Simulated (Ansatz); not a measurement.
**Sb under changes of volume**

One of the cells (31.554 Å³/atom); the others are scaled copies at fixed shape and fractional positions:

```
CELL_PARAMETERS angstrom
3.16000 0.00000 0.00000
0.00000 3.16000 0.00000
0.00000 0.00000 3.16000
ATOMIC_POSITIONS crystal
Sb 0.00000 0.00000 0.00000
```

This isn't the form of Sb at room conditions, which is rhombohedral.

| Quantity | Value |
| --- | --- |
| Program | Ansatz 0.2.0 |
| Functional | PBE |
| Potentials or basis | Ansatz PAW |
| Cutoff | 420 eV (not typed: the program's choice for these potentials) |
| k mesh | 8 × 8 × 8 |
| Occupations | fermi-dirac, width 0.05 eV |
| Spin | no spin polarisation |

```csv
volume (Å³/atom),energy over the lowest point (meV/atom),pressure (GPa)
29.661,?,?
30.292,0.00,-0.2
30.923,2.88,-1.3
31.554,9.86,-2.3
32.186,20.51,-3.1
32.817,34.40,-3.9
33.448,51.14,-4.6
```

**Question.** What does the run at 29.661 Å³/atom give?

**Answer.** Energy over the lowest point 1.77 meV/atom; pressure 1.1 GPa.

Worked out: A Birch-Murnaghan fit of order 3 (a polynomial in V^(-2/3)) to the other rows has its minimum at 30.20 Å³/atom, just outside them, with B0 = V·E''(V) = 57 GPa and B' = 4.7. It gives 1.76 meV/atom at 29.661 Å³/atom, against the run's 1.77, and -dE/dV = 1.1 GPa, against 1.1.

Energies are extrapolated to zero smearing.
